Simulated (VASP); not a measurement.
A run of VASP 6.6.1 is set up as follows.

INCAR

```
SYSTEM = Na
PREC = Accurate
ENCUT = 520
EDIFF = 1E-6
ISMEAR = 0
SIGMA = 0.1
LREAL = .FALSE.
LASPH = .TRUE.
NELM = 100
ALGO = Normal
ISIF = 2
LWAVE = .FALSE.
LCHARG = .FALSE.
GGA = PS
```

The input KPOINTS:

```
regular mesh
0
G
  14 14 14
  0 0 0
```

POSCAR

```
Na
1.0
   -2.1175000000      2.1175000000      2.1175000000
    2.1175000000     -2.1175000000      2.1175000000
    2.1175000000      2.1175000000     -2.1175000000
Na
1
Direct
    0.0000000000      0.0000000000      0.0000000000
```

Potentials or basis: VASP PAW PBE potentials, release 64 (Na_pv).

The run is started by

```console
$ cat potpaw_PBE.64/Na_pv/POTCAR > POTCAR
$ mpirun -np 1 vasp_std > vasp.out
```

**Question.** Predict the band gap on the k mesh.

**Answer.** None (metal or under the smearing width).

**Question.** Predict the pressure.

**Answer.** -0.3 GPa.

Caveat: the PAW data sets were made with another functional, which shifts forces and pressure a little.
